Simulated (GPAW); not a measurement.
Here is a GPAW 26.7.0 calculation.

run.py

```python
from ase.dft.bandgap import bandgap
from ase.io import read, write
from gpaw import GPAW, PW

atoms = read('POSCAR')

calc = GPAW(mode=PW(650),
            xc='GLLBSC',
            kpts={'size': (8, 8, 6), 'gamma': True},
            occupations={'name': 'fermi-dirac', 'width': 0.05},
            nbands=20,
            maxiter=120,
            txt='gpaw.txt')
atoms.calc = calc
energy = atoms.get_potential_energy()
calc.write('gs.gpw')
write('result.traj', atoms)
print('Fermi level:', round(calc.get_fermi_level(), 4), 'eV')
print(f'Gap: {bandgap(calc)[0]:.4f} eV, direct: {bandgap(calc, direct=True)[0]:.4f} eV')
```

The input POSCAR:

```
ZrB2
1.0
    3.1700000000      0.0000000000      0.0000000000
   -1.5850000000      2.7453005300      0.0000000000
    0.0000000000      0.0000000000      3.5330000000
Zr B
1 2
Direct
    0.0000000000      0.0000000000      0.0000000000
    0.6666666667      0.3333333333      0.5000000000
    0.3333333333      0.6666666667      0.5000000000
```

Potentials or basis: the program's PAW data sets (release 1.2.1) made for this functional, pw.

Launch:

```bash
$ OMP_NUM_THREADS=1 python run.py
```

Predict the band gap on the k mesh, Kohn-Sham part alone.

none (metal or under the smearing width).

Caveat: a model potential gives levels but no total energy.
